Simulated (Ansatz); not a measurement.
# MnO (P6_3mc) in Ansatz: notebook, part 2 of 2

Ansatz 0.2.0. Earlier steps stand in the parts before.

### 5 Relaxation of cell and atoms, r2SCAN+U, collinear spin, ferromagnetic start

input.yaml

```yaml
crystal:
  lattice:
    - [3.3717, 0.0, 0.0]
    - [-1.68585, 2.9199778539, 0.0]
    - [0.0, 0.0, 5.3855]
  atoms:
    - { symbol: Mn, position: [0.6666666667, 0.3333333333, 0.51096], spin: 4.0 }
    - { symbol: Mn, position: [0.3333333333, 0.6666666667, 0.01096], spin: 4.0 }
    - { symbol: O, position: [0.6666666667, 0.3333333333, 0.87547] }
    - { symbol: O, position: [0.3333333333, 0.6666666667, 0.37547] }
hamiltonian:
  xc: r2scan
  pseudopotentials: { kind: paw }
  hubbard: { sites: [{ species: Mn, l: d, u_eff: 8.0 }] }
magnetization:
  spin_polarized: true
kpoints:
  mp_grid: { grid: [9, 9, 5] }
scf:
  occupations: { method: fermi_dirac, width: 0.05 }
output:
  forces: true
  stress: true
  eigenvalues: true
relax:
  f_tol: 0.01
  max_steps: 40
  cell: { stress_tol: 0.05 }
```

Potentials or basis: Ansatz PAW.

On the command line:

```bash
ansatz run input.yaml --threads 2 --pin off --max-ram 5632MiB --backend cpu --events-out ev --progress --plain --runs-dir out
```

The log of the run:

```text
Warning: RAYON_NUM_THREADS=2 ignored (pool sized by the plan → 2); use --threads N
Mn: projections on atomic orbitals take those of the free atom [Ne] 3s2 3p6 3d5 4s2, of charge +0.00 (hamiltonian.pseudopotentials.projection_atoms); the dataset's partial waves leave at most 9.0e-7 of an orbital's norm unspanned inside its sphere
O: projections on atomic orbitals take those of the free atom [He] 2s2 2p4, of charge +0.00 (hamiltonian.pseudopotentials.projection_atoms); the dataset's partial waves leave at most 1.9e-8 of an orbital's norm unspanned inside its sphere
Engine: ansatz 0.2.0, aarch64-unknown-linux-gnu
Pseudopotentials: kind: paw
Pseudopotential: Mn, paw, valence charge 15, recommended cutoff 500 eV (meta_gga), Mn.paw.azcp
Pseudopotential: O, paw, valence charge 6, recommended cutoff 500 eV (meta_gga), O.paw.azcp
Functional definition: r2SCAN
  parameter k0 = 0.174
  parameter k1 = 0.065
  parameter a1 = 4.9479
  exchange = r2scan_x(k0 = k0, k1 = k1, a1 = a1)
  correlation = r2scan_c
Crystal: 4 atoms, lattice volume = 53.022 Å³
Basis set: ecut = 500 eV, 1363 PW (Γ), exchange–correlation on 100×100×160 points (64 copies of the dense FFT grid, shifted against one another)
Bands: 30, of which v1, the nominal top of the filled ones, is band 21 counted from 1 (20 counted from 0)
Symmetry: 12 space group operations
Space group: P63mc (ITA 186), of the structure as read, at distance tolerance 3.8e-5 Å
Magnetic group: BNS 186.203 (UNI 1433), of the structure as read, at distance tolerance 3.8e-5 Å
k-points: 36 of 405 (time reversal used)
Non-local potential: Mn, projectors of the file, l = 0: 3, l = 1: 2, l = 2: 3, l = 3: 1
Non-local potential: O, projectors of the file, l = 0: 2, l = 1: 2, l = 2: 1
PAW form: soft (Blöchl's): semilocal exchange-correlation on the pseudo side does not see the compensation charge
PAW frozen core: Mn, regenerated for the run's functional (the file was generated under x = pbe(κ = 0.804, μ = 0.2195149727645171), c = pbe(β = 0.06672455060314922))
PAW frozen core: O, regenerated for the run's functional (the file was generated under x = pbe(κ = 0.804, μ = 0.2195149727645171), c = pbe(β = 0.06672455060314922))
PAW one-centre angular grid: Mn, 590 points (default); XC on 160 Gauss nodes
PAW one-centre angular grid: O, 302 points (default); XC on 160 Gauss nodes
[... 212 lines left out ...]
Entropy (-TS):   -0.000057 eV (-0.014 meV/atom)
Fermi energy:    8.025229 eV
--- Per-component energies (eV) ---
  E_band       = -742.389351
  E_kinetic    = 944.027854
  E_local      = -5401.213365  (includes V_loc(G=0)·N_el)
  E_nonlocal   = 609.043676
  E_hartree    = 2180.242017
  E_xc         = -358.848135
  E_vxc        = -523.753953  (∫ρ·V_xc dr)
  E_hubbard    = 1.379700  (on-site DFT+U / exact-exchange correction)
  E_vhub       = -38.391067  (the Hubbard potential's part of the band-sum identity)
  E_paw        = -2957.487953  (= ΣΔE_a)
  E_vpaw       = -728.173851  (= ΣTr[D̂ρ^β])
  E_aug_tail   = 0.001982  (compensation charges beyond the density's cutoff)
  E_vtau       = 35.585294  (kinetic-family band-sum trace: ∫τ·v_τ [+ j·A + Jᵃ·Aᵃ] dr)
  E_ewald      = -3961.673820
  E_core_change = -0.629968  (= ΣΔE_core)
  E_smearing   = -0.000057  (= −TS)
  E_closure    = -0.000000  (closes the sum)
  Σ components = -8945.158068   (vs F -8945.158068, Δ=0.00e0)
--- Forces (eV/Å), atoms counted from 1 ---
  atom   1  Mn     0.00000000     0.00000000     0.00013087
  atom   2  Mn    -0.00000000    -0.00000000     0.00013087
  atom   3  O     -0.00000000    -0.00000000     0.00013683
  atom   4  O      0.00000000     0.00000000     0.00013683
  max |Σ_I F_I| component: 5.35e-4 eV/Å
--- Stress (GPa, compression-positive) ---
        0.018326       0.000000      -0.000000
        0.000000       0.018326       0.000000
       -0.000000       0.000000      -0.001580
  P = ⅓ Tr σ = 0.0117 GPa (0.117 kbar)
--- Band table (eV; the first three rows and the last of 72) ---
  k-point 0 ↑: bands = ["-76.3375", "-76.3374", "-43.8492", "-43.8255", "-43.8126", "-43.8126", "-43.8084", "-43.8084", "-10.7541", "-10.5227", "0.5214", "0.5214", "0.6976", "0.7523", "0.7523", "1.5961", "1.5961", "1.9575", "2.0130", "2.0130", "3.4982", "7.0186", "7.0186", "7.5127", "7.7946", "7.7946", "8.1815", "13.1069", "15.2658", "20.5141"]
  k-point 1 ↑: bands = ["-76.3373", "-76.3372", "-43.8470", "-43.8278", "-43.8122", "-43.8122", "-43.8088", "-43.8088", "-10.7236", "-10.5363", "0.5235", "0.5235", "0.6752", "0.7101", "0.7101", "1.4946", "1.6569", "1.6569", "1.9952", "1.9952", "4.1546", "6.9285", "7.0938", "7.0938", "7.7227", "7.7227", "8.9458", "12.5096", "15.8817", "20.4853"]
  k-point 2 ↑: bands = ["-76.3369", "-76.3369", "-43.8411", "-43.8338", "-43.8111", "-43.8111", "-43.8098", "-43.8098", "-10.6515", "-10.5798", "0.5504", "0.5504", "0.6215", "0.6215", "0.7018", "0.9527", "1.7941", "1.7941", "1.9240", "1.9240", "5.2006", "6.1349", "7.2907", "7.2907", "7.5315", "7.5315", "10.1300", "11.3777", "17.1644", "18.8716"]
  k-point 35 ↓: bands = ["-69.7386", "-69.7386", "-37.2803", "-37.2803", "-37.2507", "-37.2506", "-37.2506", "-37.2476", "-10.0212", "-10.0212", "4.0371", "4.0371", "4.3116", "4.5713", "5.4910", "5.4910", "13.5932", "13.7417", "14.8375", "14.8375", "15.4815", "15.7817", "16.1066", "16.1066", "16.2785", "16.2785", "17.8145", "17.8145", "17.9503", "18.1531"]
--- Relaxed structure (6 steps of the walk, 6 accepted, 1 SCFs on fresh bases) ---
  F+E_penalty+E_count = -8945.15806821 eV   max|allowed force component| = 2.981e-6 eV/Å   (the final SCF, on the basis selected at the relaxed cell)
  cell:  # Å, volume = 57.6667 Å³
    - [3.4990748186616805, 0.0, -4.033183906787615e-34]
    - [-1.7495374093308402, 3.0302876827034426, 1.0000225602336996e-33]
    - [-6.442065406220437e-34, 1.4724720928503859e-33, 5.438615586121218]
  atoms:
    - { symbol: Mn, position: [0.6666666666666667, 0.33333333333333337, 0.4981283216491613] }
    - { symbol: Mn, position: [0.33333333333333337, 0.6666666666666667, -0.0018716783508387898] }
    - { symbol: O, position: [0.6666666666666667, 0.33333333333333337, 0.888301678350839] }
    - { symbol: O, position: [0.33333333333333337, 0.6666666666666667, 0.3883016783508388] }
```

Run time: 2.1 min. Hardware: 2 threads of Arm Neoverse V2, shared host; peak memory 0.63 GiB.

Results:

- Free energy: -8945.1581 eV
- Relaxed volume: 14.42 Å³/atom
- Relaxed cell: a = 3.499 Å, b = 3.499 Å, c = 5.439 Å, α = 90.00°, β = 90.00°, γ = 120.00°
- Space group after relaxing (to 0.05 Å): P6_3mc (No. 186)
- Energy gained by relaxing: 66.0 meV/atom
- Ionic steps: 8
- Pressure after relaxing: 0.0 GPa
- Band gap on the k mesh: 0.39 eV, direct
- Net moment: 10.00 μB per cell
- Absolute moment: 10.00 μB per cell
- Site moments: Mn +4.24; O +0.04 μB

The path:
```
step  energy change (eV)  largest force (eV/Å)  volume (Å³)
   1              0.0000                1.0803        53.02
   2             -0.1948                0.6278        56.15
   3             -0.2446                0.2891        57.72
   4             -0.2594                0.0147        57.70
   5             -0.2597                0.0001        57.70
   6             -0.2598                0.0002        57.67
   7             -0.2638                0.0001        57.67
   8             -0.2638                0.0001        57.67
```

Final structure:
```xyz
4
Lattice="3.4991 0.0000 0.0000 -1.7495 3.0303 0.0000 0.0000 0.0000 5.4386" Properties=species:S:1:pos:R:3 pbc="T T T"
Mn    1.7495    1.0101    2.7091
Mn    0.0000    2.0202   -0.0102
O     1.7495    1.0101    4.8311
O     0.0000    2.0202    2.1118
```

Levels at points of the mesh, in eV from the valence-band top:
Spin up:
```csv
k point,band 23,band 24,band 25,band 26,band 27,band 28,band 29,band 30
"(0.00, 0.00, 0.00)",-0.78,-0.28,0.00,0.00,0.39,5.31,7.47,12.72
```
Spin down:
| k point | band 12 | band 13 | band 14 | band 15 | band 16 | band 17 | band 18 | band 19 | band 20 | band 21 |
| --- | --- | --- | --- | --- | --- | --- | --- | --- | --- | --- |
| (0.00, 0.00, 0.00) | -2.54 | -2.54 | -2.44 | -2.44 | -2.16 | 1.83 | 6.65 | 7.31 | 7.31 | 7.33 |

Eigenvalues of the final occupation matrices:
```csv
site,spin,trace,eigenvalues
site 1,1,4.98,0.99 1.00 1.00 1.00 1.00
site 1,2,0.16,0.02 0.02 0.04 0.04 0.04
site 2,1,4.98,0.99 1.00 1.00 1.00 1.00
site 2,2,0.16,0.02 0.02 0.04 0.04 0.04
```

Caveat: the magnetic or orbital state may not be the lowest; odd divisions of the mesh miss points on the zone boundary, where band edges often lie, so the gap on the mesh can be too wide; the plane-wave basis is chosen anew once the cell has moved, so the energies of steps on either side of that aren't comparable; only a ferromagnetic start was run, and an antiferromagnetic order may lie lower in energy; the PAW data sets come from PBE, with cores solved anew for the run's functional, which leaves a small shift of forces and pressure.
